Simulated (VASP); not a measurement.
# SiC (Imm2) in VASP: notebook, part 2 of 2

VASP 6.6.1. The steps go on from the part before.

## Step 4: Single point, PBE

Input file INCAR:

```
SYSTEM = SiC
PREC = Accurate
ENCUT = 520
EDIFF = 1E-6
ISMEAR = 0
SIGMA = 0.01
LREAL = .FALSE.
LASPH = .TRUE.
NELM = 100
ALGO = Normal
ISIF = 2
LWAVE = .FALSE.
LCHARG = .FALSE.
GGA = PE
NBANDS = 11
```

Input file KPOINTS:

```
regular mesh
0
G
  10 10 10
  0 0 0
```

Input file POSCAR:

```
SiC
1.0
   -0.0103246600      2.1782847606      2.1975389081
    2.1782847606     -0.0103246600      2.1975389081
    2.1679601006      2.1679601006      0.0000000000
Si C
1 1
Direct
   -0.0004557933     -0.0004557933      0.0004557933
    0.2504557933      0.2504557933      0.2495442067
```

Potentials or basis: VASP PAW PBE potentials, release 64 (Si, C).

On the command line:

```bash
cat potpaw_PBE.64/Si/POTCAR potpaw_PBE.64/C/POTCAR > POTCAR
mpirun -np 1 vasp_std > vasp.out
```

OUTCAR:

```text
SYSTEM = SiC
   PREC = Accurate
   ENCUT = 520
   EDIFF = 1E-6
   ISMEAR = 0
   LREAL = .FALSE.
   LASPH = .TRUE.
   NELM = 100
   ISIF = 2
   GGA = PE

 ion  position               nearest neighbor table
   1  1.000  1.000  0.000-   2 1.89   2 1.89   2 1.90   2 1.90
   2  0.250  0.250  0.250-   1 1.89   1 1.89   1 1.90   1 1.90

  LATTYP: Found a body centered orthorhombic cell.
 ALAT       =     3.0659585770
 B/A-ratio  =     1.0095247694
 C/A-ratio  =     1.4335085442

  Lattice vectors:

 A1 = (   0.0103246600,  -2.1782847606,  -2.1975389081)
 A2 = (  -0.0103246600,   2.1782847606,  -2.1975389081)
 A3 = (   2.1782847606,  -0.0103246600,   2.1975389081)

Analysis of symmetry for initial positions (statically):
=====================================================================
 Subroutine PRICEL returns:
 Original cell was already a primitive cell.

 Routine SETGRP: Setting up the symmetry group for a
 body centered orthorhombic supercell.

 Subroutine GETGRP returns: Found  4 space group operations
 (whereof  4 operations were pure point group operations)
 out of a pool of  8 trial point group operations.

The static configuration has the point symmetry C_2v.

Analysis of symmetry for dynamics (positions and initial velocities):
=====================================================================
 Subroutine PRICEL returns:
 Original cell was already a primitive cell.

 Routine SETGRP: Setting up the symmetry group for a
 body centered orthorhombic supercell.

 Subroutine GETGRP returns: Found  4 space group operations
 (whereof  4 operations were pure point group operations)
 out of a pool of  8 trial point group operations.

The dynamic configuration has the point symmetry C_2v.

 Subroutine INISYM returns: Found  4 space group operations
 (whereof  4 operations are pure point group operations),
 and found     1 'primitive' translations

----------------------------------------------------------------------------------------

                                     Primitive cell
[... 115 lines left out ...]
   LORBIT       =      0    0 simple, 1 ext, 2 COOP (PROOUT), +10 PAW based schemes
   GGA     = PE    functional components
   LHFCALC =     F    Hartree Fock is set to
   AEXX    =    0.0000 exact exchange contribution
   IVDW    =     0    specifies the selected vdW correction
   LEPSILON=     F    determine dielectric tensor
   LRPA    =     F    only Hartree local field effects (RPA)
 non-spin polarized calculation
 Gauss-broadening in eV      SIGMA  =   0.01
  energy-cutoff  :      520.00
  volume of cell :       20.85
 maximum number of plane-waves:       576
   NGX = 11   NGY = 11   NGZ = 11

 number of electron       8.0000001 magnetization

 Free energy of the ion-electron system (eV)
  ---------------------------------------------------
  ext. energy  EPLUGINS =         0.00000000
  ---------------------------------------------------
  free energy    TOTEN  =       -15.05781567 eV

  energy without entropy =      -15.05781567  energy(sigma->0) =      -15.05781567

 E-fermi :   8.1744     XC(G=0): -11.3224

 val. band max:        8.0879538155   @ k =   0.0000   0.0000   0.0000
 cond. band min:       9.3577862127   @ k =   0.5000   0.0000   0.5000
 fundamental gap:      1.2698323972
 Fermi energy:         8.1743817029

 k-point     1 :       0.0000    0.0000    0.0000
  band No.  band energies     occupation
      1      -7.3224      2.00000
      2       7.9791      2.00000
      3       7.9937      2.00000
      4       8.0880      2.00000
      5      14.1424      0.00000
      6      15.1651      0.00000
      7      15.3093      0.00000
      8      15.3676      0.00000
      9      22.3433      0.00000
     10      22.6160      0.00000
     11      24.3787      0.00000
[... 309 lines left out ...]
 k-point    24 :       0.4000    0.3000    0.0000
  band No.  band energies     occupation
      1      -4.2340      2.00000
      2       2.3871      2.00000
      3       4.8566      2.00000
      4       5.5439      2.00000
      5      10.9422      0.00000
      6      13.6677      0.00000
      7      19.5279      0.00000
      8      19.9260      0.00000
      9      21.6417      0.00000
     10      26.0899      0.00000
     11      29.1062      0.00000

 [... further k-points ...]
[... 5 lines left out ...]
  --------------------------------------------------------------------------------------
  -------------------------------------------------------------------------------------
  Total        0.2947553      0.2947553     -0.0076719      0.3030214      0.0000000      0.0000000
  in kB       22.6457142     22.6457142     -0.5894208     23.2807941      0.0000000      0.0000000
  external PRESSURE =      14.9006692 kB  Pullay stress =       0.0000000 kB

 VOLUME and BASIS-vectors are now :
 -----------------------------------------------------------------------------
  energy-cutoff  :      520.00
  volume of cell :       20.85
      direct lattice vectors                 reciprocal lattice vectors
    -0.010324660  2.178284761  2.197538908    -0.228455564  0.228455564  0.227527257
     2.178284761 -0.010324660  2.197538908     0.228455564 -0.228455564  0.227527257
     2.167960101  2.167960101  0.000000000     0.230631551  0.230631551 -0.227527257

 POSITION                                       TOTAL-FORCE (eV/Angst)
 -----------------------------------------------------------------------------------
      2.16796      2.16796      4.39307        -0.000000     -0.000000      0.000706
      1.08398      1.08398      1.10077         0.000000      0.000000     -0.000706
 -----------------------------------------------------------------------------------
    total drift:                                0.000000      0.000000      0.000015

  FREE ENERGIE OF THE ION-ELECTRON SYSTEM (eV)
  ---------------------------------------------------
  free  energy   TOTEN  =       -15.0578156699 eV

  energy  without entropy=      -15.0578156699  energy(sigma->0) =      -15.05781567
```

OSZICAR:

```text
N       E                     dE             d eps       ncg     rms          rms(c)
DAV:   1     0.264159482390E+01    0.26416E+01   -0.39871E+03  3978   0.615E+02
DAV:   2    -0.163021264243E+02   -0.18944E+02   -0.17976E+02  4721   0.107E+02
DAV:   3    -0.168891783871E+02   -0.58705E+00   -0.58571E+00  4603   0.156E+01
DAV:   4    -0.168913900496E+02   -0.22117E-02   -0.22115E-02  4346   0.121E+00
DAV:   5    -0.168913998051E+02   -0.97555E-05   -0.97555E-05  4626   0.754E-02    0.873E+00
DAV:   6    -0.151122861694E+02    0.17791E+01   -0.64794E+00  4227   0.113E+01    0.386E+00
DAV:   7    -0.150652710748E+02    0.47015E-01   -0.37650E-01  4518   0.351E+00    0.177E+00
DAV:   8    -0.150576015660E+02    0.76695E-02   -0.20277E-02  4275   0.946E-01    0.172E-01
DAV:   9    -0.150577008211E+02   -0.99255E-04   -0.16807E-03  4709   0.232E-01    0.113E-01
DAV:  10    -0.150578128467E+02   -0.11203E-03   -0.24516E-04  4233   0.948E-02    0.265E-02
DAV:  11    -0.150578152965E+02   -0.24498E-05   -0.43691E-05  4536   0.342E-02    0.701E-03
DAV:  12    -0.150578156699E+02   -0.37340E-06   -0.19289E-06  3600   0.841E-03
   1 F= -.15057816E+02 E0= -.15057816E+02  d E =-.204449E-37
```

stdout:

```text
POSCAR found type information on POSCAR SiC
 POSCAR found :  2 types and       2 ions
 scaLAPACK will be used
 LDA part: xc-table for (Slater+PW92), standard interpolation
 POSCAR, INCAR and KPOINTS ok, starting setup
 FFT: planning ... GRIDC
 FFT: planning ... GRID_SOFT
 FFT: planning ... GRID
 WAVECAR not read
 entering main loop
```

It took 10 s on 1 thread of Intel Xeon 6975P-C (Granite Rapids), shared host; peak memory 0.16 GiB.

Results:

```yaml
Free_energy: -15.0578 eV
Pressure: 1.5 GPa
Band_gap_on_the_k_mesh: 1.27 eV, indirect (least direct gap 4.44 eV)
```

## Step 5: Summary

```tsv
task	cell	smearing	gap on the mesh (eV)	pressure (GPa)
single point	strained cell	gaussian 0.02 eV	1.27	1.5
relaxation of the atoms	atoms relaxed from: strained cell	gaussian 0.02 eV	1.27	1.5
single point	as given	gaussian 0.01 eV	1.27	1.5
```

Alike in all rows: level PBE; potentials or basis VASP PAW PBE potentials, release 64 (Si, C); no spin polarisation; k mesh 10 × 10 × 10; cutoff (eV) 520.

Caveats: the relaxation stopped at its first step, so nothing moved (some runs).

Total energies depend on the potentials used, so only differences within one code and one set of settings carry meaning.
